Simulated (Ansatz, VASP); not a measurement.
TiC: VASP beside Ansatz

```
Ti C
1.0
     0.00000    2.13475    2.13475
     2.13475    0.00000    2.13475
     2.13475    2.13475    0.00000
Ti C
1 1
Direct
  0.00000 0.00000 0.00000
  0.50000 0.50000 0.50000
```

Change from the starting cell: volume scaled by 0.96, ions relaxed.

Alike in both runs: functional PBE; k mesh 18 × 18 × 18; occupations fermi-dirac, width 0.05 eV; no spin polarisation.

Ansatz relaxed the structure, and its values are those at the end. VASP's run is a single point on that final structure, the one shown.

|  | VASP | Ansatz |
| --- | --- | --- |
| version | VASP 6.6.1 | Ansatz 0.2.0 |
| potentials or method | VASP PAW PBE potentials, release 64 (Ti_sv, C) | plane-wave PAW, scalar-relativistic |
| plane-wave cutoff (eV) | 520 | 420 |
| valence electrons in the cell | 16 | 16 |

```csv
,VASP,Ansatz,Ansatz less VASP
pressure (GPa),12.3,12.1,-0.21
```

Ansatz warned: «stress_scf_threshold_loose».
